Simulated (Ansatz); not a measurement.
KBr:

```
CELL_PARAMETERS angstrom
0.00000 3.30000 3.30000
3.30000 0.00000 3.30000
3.30000 3.30000 0.00000
ATOMIC_POSITIONS crystal
Br 0.50000 0.50000 0.50000
K 0.00000 0.00000 0.00000
```

Base run:

* Program: Ansatz 0.2.0
* Functional: HSE(alpha, omega)
* Potentials or basis: all-electron PAW datasets made for the crystal
* Cutoff: 220 eV (chosen from the basis error)
* k mesh: 4 × 4 × 4
* Occupations: fermi-dirac, width 0.05 eV
* Spin: no spin polarisation

Its results: band gap on the k mesh 5.38 eV, direct; pressure 0.5 GPa.

**Question.** After a change of settings the same cell gave: band gap on the k mesh 5.14 eV, direct; pressure 0.6 GPa. Which change was it?
A. share of exact exchange from 0.2 to 0.4
B. share of exact exchange from 0.2 to 0.05
C. share of exact exchange from 0.2 to 0.5
D. share of exact exchange from 0.2 to 0.15

**Answer.** D.
